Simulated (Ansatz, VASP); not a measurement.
Ga: VASP beside Ansatz

File INCAR:

```
SYSTEM = Ga
  PREC = Accurate
  ENCUT = 520
  EDIFF = 1E-6
  ISMEAR = -1
  SIGMA = 0.05
  LREAL = .False.
  LASPH = .True.
  NELM = 80
  ALGO = Fast
  ISIF = 2
  LWAVE = .False.
  LCHARG = .False.
  GGA = PE
  NBANDS = 20
```

Contents of KPOINTS:

```
Automatic mesh
0
Gamma
  7 7 10
  0 0 0
```

The input POSCAR:

```
Ga
1.0
    4.3893346553      0.0000000000      0.0000000000
   -2.1946722601      3.8012811835      0.0000000000
    0.0000000000      0.0000000000      2.7278278512
Ga
2
Direct
    0.3333300000      0.6666700000      0.5000000000
    0.6666700000      0.3333300000      0.5000000000
```

input.yaml

```yaml
crystal:
  lattice:
    - [4.3893346553, 0.0, 0.0]
    - [-2.1946722601, 3.8012811835, 0.0]
    - [0.0, 0.0, 2.7278278512]
  atoms:
    - { symbol: Ga, position: [0.33333, 0.66667, 0.5] }
    - { symbol: Ga, position: [0.66667, 0.33333, 0.5] }
hamiltonian:
  xc: pbe
  pseudopotentials: { kind: paw }
kpoints:
  mp_grid: { grid: [7, 7, 10] }
scf:
  occupations: { method: fermi_dirac, width: 0.05 }
output:
  forces: true
  stress: true
  eigenvalues: true
```

The cell was built by a generator and needn't be a form met in nature.

Alike in both runs: task single point; functional PBE; k mesh 7 × 7 × 10; occupations fermi-dirac, width 0.05 eV; no spin polarisation.

|  | VASP | Ansatz |
| --- | --- | --- |
| version | VASP 6.6.1 | Ansatz 0.2.0 |
| potentials or method | VASP PAW PBE potentials, release 64 (Ga_d) | Ansatz PAW |
| plane-wave cutoff (eV) | 520 | 420 |
| valence electrons in the cell | 26 | 26 |

```tsv
	VASP	Ansatz	Ansatz less VASP
gap on the k mesh at the Fermi level (eV)	none	none	-
pressure (GPa)	2.1	1.9	-0.15
largest component of the traceless stress (GPa)	0.88	0.84	-0.033
```

A gap of «none» marks a metal or a gap that the smearing closes. With one functional, cell and mesh, what is left measures potentials, basis and numerics.
